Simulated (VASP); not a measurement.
# PbSe in VASP: how settings move the PBE single point

Aim: see what changed inputs do to the PBE single point of PbSe in the zincblende structure, under +1.9 % shear in the xy plane. This is a trial cell built on a prototype, not taken from a measured structure, and it needn't be the compound's ground state.

Code: VASP 6.6.1. PAW datasets, plane waves. Note: simulated data, non-magnetic, for a generated structure that need not be the stable one.

### Step 1. The cell

The cell comes from an earlier relaxation with r2SCAN in another program, then strained, with the atoms relaxed again.

It is orthorhombic, Imm2 (No. 44); conventional cell a = 4.795 Å, b = 4.888 Å, c = 6.846 Å, 40.11 Å³ an atom. Pb has 4 Se at 2.96–2.97 Å; Se has 4 Pb at 2.96–2.97 Å.

The structure in full:

```
CELL_PARAMETERS angstrom
0.03286 3.42320 3.42320
3.42320 0.03286 3.42320
3.45607 3.45607 0.00000
ATOMIC_POSITIONS crystal
Pb 0.00188 0.00188 0.99812
Se 0.24812 0.24812 0.25188
```

### Step 2. Baseline

Input file INCAR:

```
ENCUT = 520.000000
SIGMA = 0.020000
EDIFF = 1.00e-07
GGA = PE
PREC = Accurate
IBRION = -1
ISIF = 2
ISMEAR = -1
NBANDS = 17
NELM = 120
NSW = 0
LASPH = .TRUE.
LCHARG = .FALSE.
LWAVE = .FALSE.
LREAL = .FALSE.
```

Input file KPOINTS:

```
KPOINTS created by Atomic Simulation Environment
0
Gamma
6 6 6
0 0 0
```

Input file POSCAR:

```
Pb Se
 1.0000000000000000
     0.0328627597000000    3.4232041376000000    3.4232041376000000
     3.4232041376000000    0.0328627597000000    3.4232041376000000
     3.4560668972999999    3.4560668972999999    0.0000000000000000
 Pb  Se
   1   1
Cartesian
  0.0000000000000000  0.0000000000000000  0.0129004145122383
  1.7280334486499997  1.7280334486499997  1.6987016542877618
```

A file KPOINTS_OPT adds named points for the levels; it doesn't enter the self-consistent loop.

Potentials: the recommended PBE PAW datasets, 20 valence electrons.

Launch:

```sh
$ mpirun -np 1 vasp_std
```

### Step 3. Altered input 1

Edit INCAR of step 2 so:

```diff
@@ -9,3 +9,2 @@
 NBANDS = 17
-NELM = 120
 NSW = 0
@@ -15 +14,3 @@
 LREAL = .FALSE.
+NELECT = 19.9
+NELM = 63
```

KPOINTS is that of step 2.

POSCAR is that of step 2.

### Step 4. Altered input 2

Edit INCAR of step 2 so:

```diff
@@ -2,3 +2,2 @@
 SIGMA = 0.020000
-EDIFF = 1.00e-07
 GGA = PE
@@ -15 +14,4 @@
 LREAL = .FALSE.
+EDIFF = 0.0001
+AMIX = 0.2
+BMIX = 0.0001
```

KPOINTS is that of step 2.

POSCAR is that of step 2.

### Step 5. Altered input 3

Input file INCAR:

```
ENCUT = 520.000000
EDIFF = 1.00e-07
GGA = PE
PREC = Accurate
IBRION = -1
ISIF = 2
NBANDS = 17
NSW = 0
LASPH = .TRUE.
LCHARG = .FALSE.
LWAVE = .FALSE.
LREAL = .FALSE.
NELECT = 21
ISMEAR = 2
SIGMA = 0.05
NELM = 95
```

KPOINTS is that of step 2.

POSCAR is that of step 2.

Before running it: what results should come out? Wanted: for each run, changed; ending; energy change; pressure; electronic steps; usable.

**Answer**, as computed:

| run | changed | ending | energy change (meV/atom) | pressure (GPa) | gap on the mesh (eV; negative: overlap) | electronic steps | time | usable |
| --- | --- | --- | --- | --- | --- | --- | --- | --- |
| ref. | – | converged | 0 | 0.7 | 0.75 | 15 | 25 s | yes |
| 1 | NELECT = 19.9, NELM = 63 | converged | – | -1.0 | – | 15 | 22 s | no |
| 2 | EDIFF = 0.0001, AMIX = 0.2, BMIX = 0.0001 | converged | 0.0 | 0.9 | 0.74 | 11 | 18 s | yes |
| 3 | NELECT = 21, ISMEAR = 2, SIGMA = 0.05, NELM = 95 | converged | – | 15.7 | – | 15 | 23 s | no |

**Reading.** Of 3 altered inputs, 2 ended normally on a faulty or unsound input, 1 gave usable results.
